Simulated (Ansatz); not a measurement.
BN: computed properties

These are results of Ansatz, DFT PBE+D3(BJ), scalar-relativistic, plane waves, PAW, not measurements.

Plane waves to 420 eV, a k mesh through Γ of 12×12×12 on the computed 2-atom cell and Gaussian smearing (0.02 eV); no spin polarisation.

The structure is relaxed at this level of theory with its symmetry kept. This form isn't the usual stable structure of the compound.

```yaml
crystal:
  lattice:
    - [0.00000, 3.33948, 2.16883]
    - [1.25384, 0.00000, 2.16883]
    - [1.25384, 3.33948, 0.00000]
  atoms:
    - { symbol: B, position: [0.00011, 0.00011, 0.99989] }
    - { symbol: N, position: [0.66659, 0.66659, 0.33341] }
```

| Item | Value |
| --- | --- |
| Space group | Fmm2 (No. 42) |
| Volume per atom | 9.08 Å³ |
| Kohn–Sham band gap | 3.55 eV |
| Löwdin character of the top 1 eV of the valence band | N 2p 90 %, B 2p 10 % |
| Löwdin character of the lowest 1 eV of the conduction band | B 2p 86 %, N 2p 10 % |
| Bader charges (e) | B (1 in the cell) 2.22, N (1 in the cell) -2.22 |